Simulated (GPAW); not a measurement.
Here is a GPAW 26.7.0 calculation.

Contents of run.py:

```python
from ase import Atoms
from ase.eos import EquationOfState
from ase.io import Trajectory
from ase.units import GPa
from gpaw import GPAW, PW, setup_paths

setup_paths.insert(0, '.')

atoms = Atoms(['Ge', 'Fe', 'Fe', 'Fe'],
              cell=[[3.66050052, 0.0, 0.0],
                    [0.0, 3.66050052, 0.0],
                    [0.0, 0.0, 3.66050052]],
              scaled_positions=[[0.0, 0.0, 0.0],
                                [0.5, 0.0, 0.5],
                                [0.5, 0.5, 0.0],
                                [0.0, 0.5, 0.5]],
              pbc=True)
atoms.set_initial_magnetic_moments([0.0, 3.0, 3.0, 3.0])

traj = Trajectory('eos.traj', 'w')
volumes, energies = [], []
for x in [0.94, 0.96, 0.98, 1.0, 1.02, 1.04, 1.06]:
    a = atoms.copy()
    a.set_cell(atoms.cell * x**(1 / 3), scale_atoms=True)
    calc = GPAW(mode=PW(600),
                xc='PBEsol',
                kpts={'size': (7, 7, 7), 'gamma': True},
                occupations={'name': 'fermi-dirac', 'width': 0.05},
                nbands=30,
                convergence={'density': 1e-05, 'energy': 1e-05},
                maxiter=150,
                txt=f'eos-{x:.2f}.txt')
    a.calc = calc
    energies.append(a.get_potential_energy(force_consistent=True))
    volumes.append(a.get_volume())
    p = -a.get_stress()[:3].mean() / GPa
    calc.write(f'eos-{x:.2f}.gpw')
    traj.write(a)
    print(f'{x:.2f} {volumes[-1]:10.4f} A^3 {energies[-1]:14.6f} eV {p:9.3f} GPa', flush=True)

v0, e0, B = EquationOfState(volumes, energies, eos='birchmurnaghan').fit()
print(f'V0 = {v0:.4f} A^3, E0 = {e0:.6f} eV, B0 = {B / GPa:.2f} GPa')
```

Potentials or basis: PAW data sets generated in the run's folder for this functional, pw.

The run is started by

```bash
$ gpaw-setup -f PBEsol Fe Ge
$ OMP_NUM_THREADS=1 python run.py
```

Predict the bulk modulus.

228 GPa (rough).

Predict the equilibrium volume.

11.64 Å³/atom (rough: see the caveat).

Energy against volume, from the lowest point:
```
volume (Å³/atom)  energy (meV/atom)
          11.526               0.00
          11.772               0.47
          12.017               7.31
          12.262              19.71
          12.507              36.88
          12.752              57.81
          12.998              81.40
```

Caveat: the fit is doubtful: noisy points or a state that changes with volume.
